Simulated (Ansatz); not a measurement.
Convergence test, BN

Method: DFT PBE, scalar-relativistic, plane waves, PAW (Ansatz 0.2.0).

```
B N
1.0
     0.00000    3.49532    2.16609
     1.25163    0.00000    2.16609
     1.25163    3.49532    0.00000
B N
1 1
Direct
  0.00005 0.00005 0.99995
  0.66665 0.66665 0.33335
```

```json
{
 "plane-wave cutoff": "420 eV",
 "Γ-centred k-mesh": "12×12×12",
 "spin treatment": "unpolarised"
}
```

The atoms stay fixed while the occupation rule is varied. ΔE is the energy extrapolated to zero smearing, less that of the reference run (12×12×12 Γ-centred mesh, Gaussian smearing 0.02 eV). The cell isn't necessarily relaxed at this level. Pressure is positive in compression.

```tsv
rule, width (eV)	ΔE (meV/atom)	ΔF, free energy (meV/atom)	P (GPa)	largest change of a force component (eV/Å)	gap on mesh (eV)	width that the program used (eV)
Gaussian 0.02	0.00	0.00	3.23	0.000	3.853	0.02
Gaussian 0.2	0.00	0.00	3.23	0.000	3.853	0.2
Fermi–Dirac 0.78	26.7	-18.6	3.89	0.010	3.879	0.78
Fermi–Dirac 1.55	211	-301	10.14	0.013	4.019	1.55
Methfessel–Paxton 0.4	0.00	0.00	3.24	0.000	3.853	0.4
Methfessel–Paxton 0.78	-0.01	0.00	3.24	0.000	3.853	0.78
cold 1.55	0.00	0.00	3.24	0.000	3.853	0.579
tetrahedron	0.00	0.00	3.24	0.000	3.853	0.1
fixed	0.00	0.00	3.23	0.000	3.853	0
```

This form isn't the usual stable structure of the compound.